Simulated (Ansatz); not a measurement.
Reactions of `C[C]1=[C](F)[SnH2]1`.

Isolated molecules relaxed with PBE0-D4/def2-TZVP in Ansatz; ΔE leaves out vibrations. CBS: MP2 limit from def2 TZ/QZ plus the TZ coupled-cluster correction, frozen cores. This one scheme is used for every species, atoms too. DFT in def2-TZVPP. B3LYP here is the variant with VWN-RPA as its local correlation; programs differ in this. Open shells (•) are unrestricted, without spin–orbit coupling. Spin–orbit coupling would lower the free atoms: a little for C, F; strongly for Sn. Elements past krypton have def2 core potentials. Bonds to In, Sn are less sure, by a few kJ/mol each and by 10 to 20 or more in all where they break to atoms, as the def2 sets lack core-valence functions. One conformer a species, not always the lowest.

```tsv
reaction	B3LYP-D4 (kJ/mol)	B2PLYP (kJ/mol)	PBE0-D4 (kJ/mol)	r2SCAN-D4 (kJ/mol)	CCSD(T)/CBS(def2) (kJ/mol)
`C[C]1=[C](F)[SnH2]1` + H₂ → `F[C]1=[CH][SnH2]1` + CH₄	-52	-56	-50	-51	-51
`C[C]1=[C](F)[SnH2]1` + `N=C(N)O` → `C/N=C(\N)O` + `F[C]1=[CH][SnH2]1`	35	35	35	35	35
`C[C]1=[C](F)[SnH2]1` → `C#[C][SnH]([CH3])[F]`	-204	-216	-175	-188	-223
`C[C]1=[C](F)[SnH2]1` → `F[C]1=[CH][SnH2]1` + `[CH2]` (triplet)	447	444	452	431	452
`C[C]1=[C](F)[SnH2]1` → 3 C• + F• + 5 H• + Sn•	3535	3503	3575	3567	3557
`C[C]1=[C](F)[SnH2]1` + `[OH][In]([SH])[SH]` → `C[O][In]([SH])[SH]` + `F[C]1=[CH][SnH2]1`	74	77	79	77	78
```

Largest T1 diagnostic: 0.016, for `F[C]1=[CH][SnH2]1`.
